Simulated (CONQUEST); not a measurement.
W:

```
W
1.0
     5.08300    0.00000    0.00000
     0.00000    5.08300    0.00000
     0.00000    0.00000    5.08300
W
8
Direct
  0.00501 0.25160 0.50475
  0.99037 0.75103 0.49381
  0.50077 0.99542 0.24046
  0.50110 0.99653 0.75323
  0.75573 0.49868 0.00242
  0.24538 0.49919 0.99708
  0.50260 0.49797 0.49815
  0.00663 0.00536 0.99558
```

This isn't the form of W at room conditions, which is bcc.

The cell isn't the ideal one: atoms moved at random, drawn with an rms of 0.05 Å.

Base run:

| Quantity | Value |
| --- | --- |
| Program | CONQUEST 1.3 |
| Functional | PBEsol |
| Potentials or basis | PseudoDojo NC PBEsol, DZP, grid cutoff 120 Ha |
| k mesh | 5 × 5 × 5 |
| Occupations | fermi-dirac, width 0.05 eV |
| Spin | no spin polarisation |

Its results: band gap on the k mesh none (metal or under the smearing width); pressure -4.8 GPa; largest force 1.522 eV/Å.

Problem. The run is repeated on the same cell with these changes: functional from PBEsol to PBE; potentials or basis from PseudoDojo NC PBEsol, DZP, grid cutoff 120 Ha to PseudoDojo NC PBE, DZP, grid cutoff 120 Ha. What comes out?

Solution. Band gap on the k mesh none (metal or under the smearing width); pressure 3.5 GPa; largest force 1.584 eV/Å.

Caveats: the basis of atomic orbitals isn't converged, which shifts pressures, moduli and gaps.
